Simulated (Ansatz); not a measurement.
**Calculated with Ansatz: Li2S, vacancy hop by nudged elastic band**

Launch command:

```bash
ansatz run input.yaml --threads 4 --pin off --max-ram 8192MiB --backend cpu --events-out ev --progress --plain --runs-dir out
```

input.yaml:

```yaml
crystal:
  lattice:
    - [0.0, 5.643258, 5.643258]
    - [5.643258, 0.0, 5.643258]
    - [5.643258, 5.643258, 0.0]
  atoms:
    - { symbol: S, position: [-0.00115885, -5.314e-05, -0.00198249] }
    - { symbol: Li, position: [0.1214121, 0.12017053, 0.12982007] }
    - { symbol: Li, position: [0.378097, 0.37434025, 0.37583516] }
    - { symbol: S, position: [0.00063251, 0.00233605, 0.496916] }
    - { symbol: Li, position: [0.12111444, 0.12273541, 0.62695812] }
    - { symbol: Li, position: [0.37049889, 0.37733891, 0.87652496] }
    - { symbol: S, position: [0.00181839, 0.5012579, -0.00104616] }
    - { symbol: Li, position: [0.11586799, 0.63237778, 0.12941127] }
    - { symbol: Li, position: [0.37591773, 0.86935896, 0.37296135] }
    - { symbol: S, position: [0.00554588, 0.49700278, 0.49706102] }
    - { symbol: Li, position: [0.12295241, 0.62646599, 0.62272959] }
    - { symbol: Li, position: [0.37197179, 0.87101314, 0.88229925] }
    - { symbol: S, position: [0.49699094, -0.00108667, -0.00171756] }
    - { symbol: Li, position: [0.62411334, 0.12656883, 0.12475753] }
    - { symbol: Li, position: [0.87373013, 0.37611075, 0.37535132] }
    - { symbol: S, position: [0.50337255, 0.00094892, 0.49854068] }
    - { symbol: Li, position: [0.62471592, 0.1262802, 0.62485758] }
    - { symbol: Li, position: [0.8725004, 0.3788407, 0.87454368] }
    - { symbol: S, position: [0.50615526, 0.49745051, -0.00113581] }
    - { symbol: Li, position: [0.62906253, 0.62441481, 0.12281322] }
    - { symbol: Li, position: [0.87224724, 0.87900746, 0.37378604] }
    - { symbol: S, position: [0.49355142, 0.50259445, 0.50200129] }
    - { symbol: Li, position: [0.87841833, 0.87336207, 0.87800762] }
kpoints:
  mp_grid: { grid: [2, 2, 2] }
magnetization:
  spin_polarized: false
scf:
  occupations: { method: fermi_dirac, width: 0.1 }
hamiltonian:
  pseudopotentials: { kind: paw }
  xc: pbe
basis:
  ecutwfc: 420
neb:
  images: 3
  relax_end_points: true
  climbing: true
  f_tol: 0.1
  max_iterations: 40
  order_check: false
  final_atoms:
    - { symbol: S, position: [-0.00115885, -5.314e-05, -0.00198249] }
    - { symbol: Li, position: [0.1214121, 0.12017053, 0.12982007] }
    - { symbol: Li, position: [0.378097, 0.37434025, 0.37583516] }
    - { symbol: S, position: [0.00063251, 0.00233605, 0.496916] }
    - { symbol: Li, position: [0.12111444, 0.12273541, 0.62695812] }
    - { symbol: Li, position: [0.37049889, 0.37733891, 0.87652496] }
    - { symbol: S, position: [0.00181839, 0.5012579, -0.00104616] }
    - { symbol: Li, position: [0.11586799, 0.63237778, 0.12941127] }
    - { symbol: Li, position: [0.62338955, 0.62037929, 0.63298208] }
    - { symbol: S, position: [0.00554588, 0.49700278, 0.49706102] }
    - { symbol: Li, position: [0.12295241, 0.62646599, 0.62272959] }
    - { symbol: Li, position: [0.37197179, 0.87101314, 0.88229925] }
    - { symbol: S, position: [0.49699094, -0.00108667, -0.00171756] }
    - { symbol: Li, position: [0.62411334, 0.12656883, 0.12475753] }
    - { symbol: Li, position: [0.87373013, 0.37611075, 0.37535132] }
    - { symbol: S, position: [0.50337255, 0.00094892, 0.49854068] }
    - { symbol: Li, position: [0.62471592, 0.1262802, 0.62485758] }
    - { symbol: Li, position: [0.8725004, 0.3788407, 0.87454368] }
    - { symbol: S, position: [0.50615526, 0.49745051, -0.00113581] }
    - { symbol: Li, position: [0.62906253, 0.62441481, 0.12281322] }
    - { symbol: Li, position: [0.87224724, 0.87900746, 0.37378604] }
    - { symbol: S, position: [0.49355142, 0.50259445, 0.50200129] }
    - { symbol: Li, position: [0.87841833, 0.87336207, 0.87800762] }
```

Origin of the cell: a database entry, scaled a little.

The cell is 2×2×2 cells of Li2S with one Li taken out; atom 9 (Li) hops into the empty site, 2.87 Å away before the end points are relaxed. All atoms were shaken by about 0.02 Å first.

Output (shortened):

```
Warning: neb: disabling space-group detection — the band's intermediate images generally break the endpoint symmetry, so no spatial operation reduces the k-mesh or symmetrises the density, ex […]
Pseudopotentials: kind: paw
Pseudopotential: S, paw, valence charge 6, recommended cutoff 420 eV (normal), S.paw.azcp
Pseudopotential: Li, paw, valence charge 3, recommended cutoff 420 eV (normal), Li.paw.azcp
Functional definition: PBE
  exchange = pbe_x(kappa = kappa, mu = beta*pi^2/3)
  correlation = pbe_c(beta = beta)
parallel-image band execution: 3 concurrent image workers
NEB image 0
Crystal: 23 atoms, lattice volume = 359.434 Å³
Basis set: ecut = 420 eV, 6975 PW (Γ), exchange–correlation on 108×108×108 points (8 copies of the dense FFT grid, shifted against one another)
Bands: 70, of which v1, the nominal top of the filled ones, is band 47 counted from 1 (46 counted from 0)
[… 6 lines left out …]
Initial density: superposition of atomic densities (neutral atoms: chi_scale 0, normalization atom), corrected by the library's trained network
Functional: x = pbe(κ = 0.804, μ = 0.219515), c = pbe(β = 0.066725)
SCF iter   1: F=—  HF=-10315.957107 eV  Δρ=3.87e-3  dr2=1.97e-1  defer=4
SCF iter   2: F=—  HF=-10315.927926 eV  Δρ=2.25e-3  dr2=9.99e-2  defer=8
SCF iter   3: F=—  HF=-10315.900301 eV  Δρ=8.76e-4  dr2=1.35e-2  defer=8
[… 3 lines left out …]
SCF iter   7: F=—  HF=-10315.895121 eV  Δρ=1.30e-5  dr2=1.81e-6  defer=73
SCF iter   8: F=—  HF=-10315.895121 eV  Δρ=3.71e-6  dr2=1.91e-7  defer=73
SCF iter   9: F=-10315.895121 eV  HF=-10315.895121 eV  Δρ=1.14e-6  dr2=1.82e-8
NEB iter   1: max|band force component| = 1.094e0 eV/Å  barrier→ = 0.6139 eV  barrier← = 0.6138 eV  Δτ_max = 0.0737 Å  (48 SCF iters)
NEB iter   2: max|band force component| = 5.191e-1 eV/Å  barrier→ = 0.4339 eV  barrier← = 0.4339 eV  Δτ_max = 0.0709 Å  (26 SCF iters)
NEB iter   3: max|band force component| = 4.747e-2 eV/Å  barrier→ = 0.3781 eV  barrier← = 0.3781 eV  CI = image 2  Δτ_max = 0.0000 Å  (23 SCF iters)
--- NEB band (5 images, 3 band iterations, 97 SCF iterations, 48 more in tests of the images' electronic states and relaxations of end points) ---
  forward barrier  = 0.378109 eV
  backward barrier = 0.378091 eV
  lagrangian_above_aufbau_ev (what the smearing adds, to first order; not taken off the barriers): saddle image -0.134339 eV, end points -0.131102 and -0.131081 eV
  climbing image's point = of an order that was not read
  energies are F+E_penalty+E_count in eV, relative to image 0
  image     s (Å)  Δ vs image 0  max|band force component| (eV/Å)
      0    0.0000      0.000000                                 —
      1    0.6665      0.192348                          2.128e-2
  *   2    1.3331      0.378109                          4.747e-2
      3    1.9996      0.190968                          2.139e-2
      4    2.6662      0.000018                                 —
```

The converged band:

```
image  path over all atoms (Å)  ΔF (eV)  Li x     y  z (Å)
    0                     0.00    0.000  7.06  4.34   7.05
    1                     0.67    0.192  7.06  4.97   7.05
    2                     1.33    0.378  7.06  5.64   7.05
    3                     2.00    0.191  7.06  6.31   7.05
    4                     2.67    0.000  7.06  6.95   7.05
```

Highest image (2), forces in eV/Å:

```xyz
23
Lattice="0.000 5.643 5.643 5.643 0.000 5.643 5.643 5.643 0.000" Properties=species:S:1:pos:R:3:forces:R:3 pbc="T T T" image=2
S     0.019   -0.002    0.013    0.008    0.000    0.008
Li    1.414    1.522    1.408    0.000    0.010    0.000
Li    4.236    4.154    4.229    0.000   -0.019    0.000
S     2.841    2.856   -0.019   -0.011    0.017    0.011
Li    4.204    4.217    1.442   -0.001   -0.019   -0.007
Li    7.023    7.066    4.261    0.006    0.019    0.001
S     2.809   -0.002    2.802   -0.008    0.000   -0.008
Li    4.236    1.384    4.229    0.000    0.014    0.000
Li    7.058    5.643    7.050    0.001    0.002    0.001
S     5.631    2.783    2.835    0.011   -0.017   -0.011
Li    7.023    4.217    4.262    0.007   -0.019    0.000
Li    9.847    7.066    7.086    0.000    0.018   -0.007
S    -0.013    2.856    2.835    0.011    0.017   -0.011
Li    1.448    4.217    4.197   -0.007   -0.019   -0.001
Li    4.268    7.066    7.017    0.001    0.018    0.007
S     2.961    5.641    2.955    0.047    0.000    0.047
Li    4.236    7.129    4.229    0.000    0.018    0.000
Li    7.057    9.761    7.051    0.000   -0.010    0.000
S     2.841    2.783    5.624   -0.011   -0.017    0.011
Li    4.268    4.217    7.017    0.001   -0.019    0.006
Li    7.092    7.066    9.841   -0.007    0.019    0.000
S     5.510    5.641    5.504   -0.047    0.000   -0.047
Li    9.879    9.899    9.873    0.000   -0.014    0.000
```

Barrier of this path: 0.38 eV forwards, 0.38 eV backwards, after 3 band iterations.

Caveats: no moments, though an odd count or open d shells may carry them; the k mesh is coarse if the cell is a metal; a small cell with a neutral vacancy and no spin, whose shape can make like sites unlike; the cell is held at a rescaled volume, and strain moves barriers; the hop was drawn among near neighbours and need not be the easiest path; few images and a loose tolerance, and neither the top nor the ends were tested for their order.

The run took 57 s on 4 threads of Arm Neoverse V2 (shared host), peak memory 1.5 GiB, from the program's own first density.
